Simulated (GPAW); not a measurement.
Crystal: KTaO3.

```
Ta K O
1.0
     3.98830    0.00000    0.00000
     0.00000    3.98830    0.00000
     0.00000    0.00000    3.98830
Ta K O
1 1 3
Direct
  0.00000 0.00000 0.00000
  0.50000 0.50000 0.50000
  0.00000 0.00000 0.50000
  0.00000 0.50000 0.00000
  0.50000 0.00000 0.00000
```

Base run:

- Program: GPAW 26.7.0
- Functional: PBE
- Potentials or basis: GPAW PAW data sets (gpaw-data 1.2.1)
- Cutoff: 800 eV
- Basis: pw
- k mesh: 6 × 6 × 6
- Occupations: fermi-dirac, width 0.05 eV
- Spin: spin-orbit coupling, no magnetisation

Its results: band gap on the k mesh 2.01 eV, indirect (least direct gap 2.54 eV); pressure 6.1 GPa.

Question: The run is repeated on the same cell with these changes: spin from spin-orbit coupling, no magnetisation to no spin polarisation; hubbard terms from none to Ta d U = 2 eV. What comes out?

Answer: Band gap on the k mesh 2.54 eV, indirect (least direct gap 3.20 eV); pressure 7.7 GPa.

Several settings changed at once, so the effect can't be laid on one alone.

Caveats: spin-orbit coupling was added after a scalar SCF, so levels and gaps hold it while energy, forces, pressure and moments don't (some runs); this program's spin-orbit splittings come out too wide for heavy elements (some runs); spin-orbit coupling is left out, which moves the levels of the heavy elements (some runs).
